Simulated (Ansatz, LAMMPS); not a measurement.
# Amorphous SiO2 (96 atoms): geometry optimisation, part 3 of 4

Aim: bring amorphous SiO2 (96 atoms) to a nearby minimum of the energy and see what moves.

Ansatz 0.2.0; Kohn-Sham DFT, PBE, PAW (set soft_2), plane waves.

The cell: 32 Si and 64 O. The quench rate of 50 K/ps is orders of magnitude faster than experiment. The network of bonds at the start is that of the classical potential that made the cell. Sampling is at Γ alone, for a cell whose shortest periodic width is 11 Å.

So far. Step 4 (Relaxation): The relaxation changed the energy by -58.9 meV/atom, and atoms moved by 0.25 Å r.m.s., 1.1 Å at most.

### 6. Single point at the relaxed geometry

One more single point at the end of the walk gives the fuller output and checks the residual forces.

Input file input.yaml:

```yaml
crystal:
  lattice:
    - [11.4986, 0.0, 0.0]
    - [0.0, 11.4986, 0.0]
    - [0.0, 0.0, 11.4986]
  atoms:
    - { symbol: Si, position: [0.96411, 0.46685, 0.75996] }
    - { symbol: Si, position: [0.40107, 0.83527, 0.91674] }
    - { symbol: Si, position: [0.44195, 0.36561, 0.02097] }
    - { symbol: Si, position: [0.45628, 0.14319, 0.17382] }
    - { symbol: Si, position: [0.90788, 0.34621, 0.54152] }
    - { symbol: Si, position: [0.06982, 0.69422, 0.08592] }
    - { symbol: Si, position: [0.71997, 0.12234, 0.81514] }
    - { symbol: Si, position: [0.39277, 0.3659, 0.56052] }
    - { symbol: Si, position: [0.31527, 0.60517, 0.04941] }
    - { symbol: Si, position: [0.68583, 0.50016, 0.00089] }
    - { symbol: Si, position: [0.30538, 0.97199, 0.30141] }
    - { symbol: Si, position: [0.75906, 0.41668, 0.33112] }
    - { symbol: Si, position: [0.46113, 0.22223, 0.78453] }
    - { symbol: Si, position: [0.88387, 0.23933, 0.19938] }
    - { symbol: Si, position: [0.67975, 0.96944, 0.46857] }
    - { symbol: Si, position: [0.31946, 0.9778, 0.78988] }
    - { symbol: Si, position: [0.7444, 0.71887, 0.56826] }
    - { symbol: Si, position: [0.0702, 0.92226, 0.6851] }
    - { symbol: Si, position: [0.78731, 0.66211, 0.82861] }
    - { symbol: Si, position: [0.86111, 0.9883, 0.13246] }
    - { symbol: Si, position: [0.02281, 0.72182, 0.51559] }
    - { symbol: Si, position: [0.82973, 0.61658, 0.19862] }
    - { symbol: Si, position: [0.94583, 0.85211, 0.91852] }
    - { symbol: Si, position: [0.12819, 0.47533, 0.56374] }
    - { symbol: Si, position: [0.87345, 0.0816, 0.59484] }
    - { symbol: Si, position: [0.67799, 0.83199, 0.23345] }
    - { symbol: Si, position: [0.46577, 0.12574, 0.42992] }
    - { symbol: Si, position: [0.5604, 0.55019, 0.43829] }
    - { symbol: Si, position: [0.4361, 0.72399, 0.26643] }
    - { symbol: Si, position: [0.87998, 0.31012, 0.94541] }
    - { symbol: Si, position: [0.61057, 0.97472, 0.01676] }
    - { symbol: Si, position: [0.06084, 0.87309, 0.28281] }
    - { symbol: O, position: [0.09351, 0.48872, 0.70285] }
    - { symbol: O, position: [0.68211, 0.01753, 0.90545] }
    - { symbol: O, position: [0.3467, 0.05225, 0.18981] }
    - { symbol: O, position: [0.40935, 0.86263, 0.77379] }
    - { symbol: O, position: [0.97854, 0.36702, 0.85975] }
    - { symbol: O, position: [0.16409, 0.96668, 0.30693] }
    - { symbol: O, position: [0.34663, 0.47106, 0.01619] }
    - { symbol: O, position: [0.51825, 0.15515, 0.30076] }
    - { symbol: O, position: [0.78349, 0.0608, 0.70461] }
    - { symbol: O, position: [0.90645, 0.58521, 0.81507] }
    - { symbol: O, position: [0.91854, 0.95834, 0.00895] }
    - { symbol: O, position: [0.99589, 0.91328, 0.80405] }
    - { symbol: O, position: [0.26128, 0.42313, 0.55059] }
    - { symbol: O, position: [0.71633, 0.91602, 0.11396] }
    - { symbol: O, position: [0.42325, 0.27417, 0.12948] }
    - { symbol: O, position: [0.52328, 0.8687, 0.98457] }
    - { symbol: O, position: [0.9508, 0.62987, 0.1277] }
    - { symbol: O, position: [0.2007, 0.97288, 0.71319] }
    - { symbol: O, position: [0.56914, 0.05498, 0.50113] }
    - { symbol: O, position: [0.35567, 0.03556, 0.41837] }
    - { symbol: O, position: [0.41709, 0.2477, 0.48342] }
    - { symbol: O, position: [0.82535, 0.77973, 0.90017] }
    - { symbol: O, position: [0.76677, 0.32537, 0.22414] }
    - { symbol: O, position: [0.87577, 0.42643, 0.65652] }
    - { symbol: O, position: [0.03177, 0.79858, 0.39769] }
    - { symbol: O, position: [0.36109, 0.7048, 0.95523] }
    - { symbol: O, position: [0.93698, 0.27924, 0.0691] }
    - { symbol: O, position: [0.69104, 0.84855, 0.54171] }
    - { symbol: O, position: [0.38388, 0.10253, 0.7686] }
    - { symbol: O, position: [0.42182, 0.32168, 0.69207] }
    - { symbol: O, position: [0.88234, 0.70126, 0.53491] }
    - { symbol: O, position: [0.56475, 0.43477, 0.0272] }
    - { symbol: O, position: [0.35842, 0.83865, 0.2967] }
    - { symbol: O, position: [0.43288, 0.28077, 0.90915] }
    - { symbol: O, position: [0.77858, 0.40578, 0.96035] }
    - { symbol: O, position: [0.5475, 0.08095, 0.08263] }
    - { symbol: O, position: [0.96939, 0.22746, 0.30232] }
    - { symbol: O, position: [0.91203, 0.21468, 0.58934] }
    - { symbol: O, position: [0.03801, 0.38591, 0.50051] }
    - { symbol: O, position: [0.84596, 0.52885, 0.30679] }
    - { symbol: O, position: [0.37028, 0.6396, 0.17518] }
    - { symbol: O, position: [0.81625, 0.201, 0.88013] }
    - { symbol: O, position: [0.73143, 0.7016, 0.7067] }
    - { symbol: O, position: [0.78514, 0.74335, 0.24997] }
    - { symbol: O, position: [0.80069, 0.04088, 0.48003] }
    - { symbol: O, position: [0.04595, 0.76619, 0.96718] }
    [... 12 atom lines left out ...]
    - { symbol: O, position: [0.30305, 0.94283, 0.93141] }
    - { symbol: O, position: [0.47194, 0.64597, 0.37875] }
    - { symbol: O, position: [0.66517, 0.92913, 0.3324] }
    - { symbol: O, position: [0.07972, 0.79534, 0.62348] }
    - { symbol: O, position: [0.11224, 0.7848, 0.18512] }
    - { symbol: O, position: [0.81434, 0.11508, 0.15535] }
kpoints:
  mp_grid: { grid: [1, 1, 1] }
hamiltonian:
  xc: pbe
scf:
  occupations: { method: fermi_dirac, width: 0.025 }
output:
  forces: true
  stress: true
  populations: true
  dos:
    method: { smearing: { sigma: 0.08 } }
    de: 0.05
    projected: { site_lists: { O: [O], Si: [Si] } }
  eigenvalues: true
  write_density: true
  write_potential: true
  volumetric_format: npy
```

Launch:

```console
$ ansatz run input.yaml --threads 4 --pin off --max-ram 8192MiB --backend cpu --events-out ev --progress --plain --runs-dir out
```

Numbers of over 12 decimals in the logs are rounded to 6 here.

The log of the run:

```text
[...]
Crystal: 96 atoms, lattice volume = 1520.320 Å³
Basis set: ecut = 420 eV, 29711 PW (Γ), exchange–correlation on 160×160×160 points (8 copies of the dense FFT grid, shifted against one another)
Bands: 352, of which v1, the nominal top of the filled ones, is band 256 counted from 1 (255 counted from 0)
Symmetry: 1 space group operations
[...]
k-points: 1
[...]
SCF iter   1: F=—  HF=-56762.423917 eV  |F-HF|=—  |Δ(HF+E_count)|=         —  Δρ=2.89e-3  dr2=2.71e-1  ethr=1.77e-3  ⟨swp⟩=7.0  Hψ=1748  notcnv=0  defer=59
[...]
SCF iter   9: F=-56762.352702 eV  HF=-56762.352702 eV  |F-HF|=2.13e-8  |Δ(HF+E_count)|=   6.04e-8  Δρ=1.74e-6  dr2=3.40e-8  ethr=1.95e-11  ⟨swp⟩=20.0  Hψ=3231  notcnv=0
SCF 1 converged in 9 iterations: F = -56762.352702 eV  dr2 = 3.40e-8
[...]
WARN: The input density's exchange-correlation potential varies sharply where the density is thin. Do not read a vacuum level from v_tot or v_xc, or from such a field of the output density. On a cell that repeats whose density bears no net charge and no dipole along the vacuum's axis use v_es (v_loc + v_h of the components); [...]
SCF converged after 9 iterations
Free energy (F): -56762.352702 eV
[...]
Internal energy: -56762.352702 eV  (E = F + TS)
E sigma→0 (E₀):  -56762.352702 eV
Fermi energy:    4.290560 eV
[...]
--- Forces (eV/Å), atoms counted from 1 ---
  atom   1  Si     0.00475391     0.00131410    -0.00595258
  atom   2  Si    -0.00011103     0.00295116    -0.00264730
  atom   3  Si    -0.00063375     0.00259805     0.00012615
  atom   4  Si     0.00021990    -0.00094206     0.00224796
  atom   5  Si    -0.00069803    -0.00612648    -0.00032821
  atom   6  Si    -0.00357083    -0.00369889    -0.00668441
  atom   7  Si    -0.00015992     0.00445412     0.00171251
  atom   8  Si     0.00061160     0.00080736     0.00150819
  atom   9  Si    -0.00108928    -0.00011641    -0.00184943
  atom  10  Si    -0.00266545    -0.00142147     0.00251224
  atom  11  Si    -0.00077248     0.00270735     0.00253476
  atom  12  Si    -0.00856734     0.00289358    -0.00046227
  atom  13  Si    -0.00099864    -0.00206844    -0.00146287
  atom  14  Si     0.00353208    -0.00234889     0.00679759
[...]
atom  95  O      0.00467175     0.00172382    -0.00268681
  atom  96  O     -0.00408673     0.00316650    -0.00025041
  max |Σ_I F_I| component: 9.21e-5 eV/Å
--- Stress (GPa, compression-positive) ---
       -2.618459       0.817491      -0.126025
        0.817491      -1.599004       0.155801
       -0.126024       0.155802       1.472507
  P = ⅓ Tr σ = -0.9150 GPa (-9.150 kbar)
--- Band table (eV) ---
[...]
--- Löwdin populations: 96 sites ---
  site symbol       q [e]
     0     Si      2.2318
     1     Si      2.2243
     2     Si      2.1793
[...]
95      O      6.7735
  spilling = 0.013799 (of n_electrons = 512.000000)
```

Wall time 10 s (4 threads of Intel Xeon 6975P-C (Granite Rapids), shared host); peak memory 1.8 GiB; 38 s of CPU time.

The program notes that the exchange-correlation potential is rough where the density is thin.

Read from the output:

* free energy: -56762.3527 eV
* free energy per atom: -591.2745 eV/atom
* SCF cycles: 9
* pressure: -0.915 GPa
* r.m.s. force component: 0.00323 eV/Å
* longest force: 0.01298 eV/Å
* Fermi energy: 4.291 eV
* gap (highest filled to lowest empty level): 2.78 eV
* spilling of the projection: 0.0138

Löwdin charges by element and coordination (they lack the spilled electrons, 0.074 e an atom on average):

```
element  coordination  atoms  mean charge (e)  spread   least    most
      O           all     64           -0.784   0.016  -0.864  -0.717
      O             1      1           -0.864       0  -0.864  -0.864
      O             2     62           -0.784  0.0095  -0.814  -0.762
      O             3      1           -0.717       0  -0.717  -0.717
     Si           all     32             1.79  0.0287    1.65    1.82
```

States in the cell by windows of 1 eV, zero at the Fermi level; the larger projections on atomic orbitals stand beside the total:

```
from (eV)  to (eV)  total   O p  Si p
      -10       -9   38.9  29.9   7.4
       -9       -8   28.8  22.5   5.5
       -8       -7   26.6  21.1   3.2
       -7       -6   60.1  52.7   4.1
       -6       -5   85.2  79.3   3.0
       -5       -4   73.0  70.2   1.2
       -4       -3   10.4  10.1   0.1
       -3       -2    2.0   1.7   0.0
       -2       -1    4.0   3.6   0.3
       -1        1    0.0   0.0   0.0
        1        2    2.0   0.1   0.1
        2        3    4.8   0.5   1.2
        3        4   15.8   1.4   5.4
        4        5   35.6   3.3  15.7
```

Between -24 and -10 eV lie 183 more states.

The levels nearest the highest filled one (over half full), pooled over k-points and spins:

```
level less the highest filled one (eV)  occupation
                                 -2.44           2
                                 -2.35           2
                                 -2.25           2
                                 -1.48           2
                                -0.041           2
                                     0           2
                                  2.78           0
                                  3.92           0
                                  4.14           0
                                  4.44           0
                                  4.48           0
                                  4.65           0
```

Electrostatic potential energy in the bc plane at fractional x = 0.678, with atoms of Si and O within 0.2 Å of it. With pseudopotentials it is smooth inside the atoms' cores, unlike the true potential.

Values in eV, 13 rows by 16 columns, each cell a mean:
```
-23   0   5   7   8   8   3 -21 -29 -19  -1   8   8   7   3 -10
-31 -16 -12   2   7   8   7   5  -1 -33 -13   5   7   8   8  -5
  1 -25 -30  -1   7   8   8   8   8   5   4   5   7   8   8   7
  6   1   0   5   8   8   8   8   8   8   4  -5   7   9   8   8
  7   7   7   8   8   8   8   8   8   8   4  -2   3   7   8   8
  1   6   8   8   8   8   8   8   8  -1 -10 -15  -8 -28 -12  -3
-25   3   8   8   8   8   8   7   5 -21 -30  -1   1 -15 -21 -41
-14   4   8   8   8   6   4   2   4   4   5   6   6   5  -9 -30
  5   7   8   9   8   3  -5 -15   3   6   7   6   2  -2 -30 -29
  8   8   9   9   9   6   3   3   7   7   6   3 -20 -40 -22  -2
  7   8   9   9   9   8   8   7   6   4   7   4 -13 -31 -15   2
  2   7   8   8   9   8   7   2  -6 -12   6   7   4   1 -23 -13
 -7   4   7   8   8   8   1 -29 -36  -6   7   8   7   6  -2 -15
```
Columns run along b (11.5 Å; values clipped at the 3rd and 97th percentile), rows up along c (11.5 Å). Atoms in or near the plane, at fractional coordinates: Si at (0.50, 0.00), Si at (0.97, 0.47), Si at (0.83, 0.23), O at (0.02, 0.91), O at (0.85, 0.54), O at (0.62, 0.50), O at (0.60, 0.90), O at (0.93, 0.33).

Valence density in the bc plane at fractional x = 0.678, with atoms of Si and O within 0.2 Å of it. It is the smooth field of the valence electrons, not physical close to the nuclei.

Ten steps, logarithmic in the rise over the least value, from '0' (0.0 e/Å³) to '9' (6.5 e/Å³), each cell a mean:
```
66421000000123323455421000001245
99742100000122334689752100001257
99743221000011123699853100000247
66543332100000012467642100000125
33334553210000001233322210000012
12234543210000000001244431000000
12223332100000000001356642000000
11211110000000000001356642100000
01100000000000000001234432222100
11000000000000000123333334676421
22110000000000001257764346998632
33210000000000001379985345898642
33310000000111112368874223455421
33210000000112332234532111123443
32100000000134554321110000135776
41000000001235775310000011247997
31000000011234664310001122357997
20000000122222332110011233235554
10000000123321111111111333223332
10000000112210012344211223345543
21100000001100124676421112357875
31110000000001234676420001247875
32110000000012334554210000134554
33210000000123322333210000012333
```
Columns run along b (11.5 Å), rows up along c (11.5 Å). Atoms in or near the plane, at fractional coordinates: Si at (0.50, 0.00), Si at (0.97, 0.47), Si at (0.83, 0.23), O at (0.02, 0.91), O at (0.85, 0.54), O at (0.62, 0.50), O at (0.60, 0.90), O at (0.93, 0.33).

Mean Löwdin charges: O -0.78, Si +1.79 e (they miss 1.4 % of the electrons, so they add up to more than the cell's charge).

Local excerpt of 9 atoms (numbers count through the whole input) about Si9, picked at random; x, y, z are measured from there.

```
atom      x      y      z  distance (Å)  bonds  Löwdin charge (e)
 Si9   0.00   0.00   0.00          0.00      4               1.81
 O85  -1.62  -0.01   0.10          1.63      2              -0.77
 O73   0.63   0.40   1.45          1.63      2              -0.79
 O39   0.36  -1.54  -0.38          1.63      2              -0.77
 O58   0.53   1.15  -1.08          1.66      2              -0.77
 Si6  -2.82   1.02   0.42          3.03      4               1.80
 Si3   1.46  -2.75  -0.33          3.13      4               1.82
Si29   1.39   1.37   2.50          3.17      4               1.80
 Si2   0.99   2.65  -1.53          3.21      4               1.78
```

The column of bonds counts only the pairs O-Si within 2.16 Å; other neighbours, such as metal atoms beside each other in a compound, aren't counted, and periodic images can show an atom twice.

(Continued in part 4 of 4.)

[Logs are printed without paths, hosts, clocks, repeated set-up lines and the standing remarks that a program may print on its own settings, such as how far it seeks lower states.]

[Hosts, paths, dates, database ids (printed as entryN), source tags and the programs' standing remarks are cut or masked in the printed files.]
